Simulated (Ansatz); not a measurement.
**Br in Ansatz: convergence with smearing width**

Input of the first run (smearing width 0.3 eV); the others differ in this setting and in those tied to it:

The input input.yaml:

```yaml
crystal:
  lattice:
    - [-1.423491705, 1.423491705, 3.57751737]
    - [1.423491705, -1.423491705, 3.57751737]
    - [1.423491705, 1.423491705, -3.57751737]
  atoms:
    - { symbol: Br, position: [0.0, 0.0, 0.0] }
kpoints:
  mp_grid: { grid: [13, 13, 13] }
scf:
  occupations: { method: fermi_dirac, width: 0.3 }
hamiltonian:
  xc: pbe
  pseudopotentials: { kind: all_electron, lapw: { basis_error: 0.001 } }
output:
  forces: true
  stress: true
  eigenvalues: true
```

Potentials or basis: all-electron LAPW, scalar-relativistic.

Launch:

```console
$ ansatz run input.yaml --threads 1 --pin off --max-ram 3072MiB --backend cpu --events-out ev --progress --plain --runs-dir out
```

Hardware: 1 thread of Intel(R) Xeon(R) Processor @ 2.70GHz, with other jobs on the host.

Q: The values tried are 0.3 eV, 0.2 eV, 0.15 eV, 0.1 eV, 0.05 eV, 0.025 eV, 0.01 eV, loosest first. From which on does the pressure stay within 0.1 GPa of the tightest run that finished?

A: From 0.1 eV on.

| smearing width | energy less the tightest run, at zero smearing (meV/atom) | pressure (GPa) | SCF cycles | CPU time (s) | peak memory (GiB) |
| --- | --- | --- | --- | --- | --- |
| 0.3 eV | 4.11 | 2.14 | 8 | 15 | 0.35 |
| 0.2 eV | -0.46 | 1.66 | 8 | 19 | 0.34 |
| 0.15 eV | -1.09 | 1.53 | 6 | 10 | 0.34 |
| 0.1 eV | -0.83 | 1.46 | 7 | 11 | 0.34 |
| 0.05 eV | -0.35 | 1.42 | 7 | 13 | 0.34 |
| 0.025 eV | -0.23 | 1.41 | 7 | 11 | 0.34 |
| 0.01 eV | 0.00 | 1.40 | 6 | 10 | 0.34 |

Against the tightest run, the energy stays within 1 meV/atom from 0.1 eV on. Narrower smearing needs a denser k mesh, so at a fixed mesh the narrowest width isn't the most accurate. The tightest run that finished is the yardstick and may itself not be fully converged.

Caveat, for the tightest run too: an odd number of electrons without spin polarisation forces a metal; a magnetic or distorted state may lie lower.
